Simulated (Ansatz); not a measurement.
Runs of Ansatz 0.2.0 on TaN. It takes space group P6_3/mmc (No. 194, hexagonal). The conventional cell has a = 2.922 Å, b = 2.922 Å, c = 5.917 Å, α = 90.00°, β = 90.00°, γ = 120.00°. Ta (site symmetry -3m) has 6 N at 2.24 Å as nearest neighbours. N (site symmetry -6m2) has 6 Ta at 2.24 Å as nearest neighbours. The cell comes from a database or a generator and needn't be the stable form of this composition.

```csv
task,level,spin,cell,k mesh,cutoff (eV),points for each segment of the path,gap on the mesh (eV),pressure (GPa),relaxed volume (Å³/atom)
relaxation of cell and atoms,PBEsol+D3(BJ),off,relaxed,10 × 10 × 5,420,-,none,0.0,10.38
relaxation of cell and atoms,BLYP,off,relaxed,10 × 10 × 5,420,-,none,0.0,(a)
relaxation of cell and atoms,PBEsol+D4,off,relaxed,10 × 10 × 5,420,-,none,0.0,10.51
band structure,r2SCAN,off,as given,10 × 10 × 5,500,14,none,-5.9,-
band structure,r2SCAN,"SOC, no magnetisation",as given,7 × 7 × 4,500,14,none,(b),-
```

Alike in all rows: potentials or basis Ansatz PAW; smearing fermi-dirac 0.05 eV.

Question: Fill in the values left out.

Answer: (a) 11.28; (b) -6.2.

Caveats: the PAW data sets come from PBE, with cores solved anew for the run's functional, which leaves a small shift of forces and pressure; the plane-wave basis is chosen anew once the cell has moved, so the energies of steps on either side of that aren't comparable (some runs); pairwise dispersion overbinds metals, which lowers pressure and volume (some runs); spin-orbit coupling is left out, which moves the levels of the heavy elements (some runs).

A k mesh can miss the band edges, and rows without SOC leave out spin-orbit coupling on Ta.

A gap of «none» marks a metal or a gap under the smearing width.

Runs at the PBE level aren't shown here.
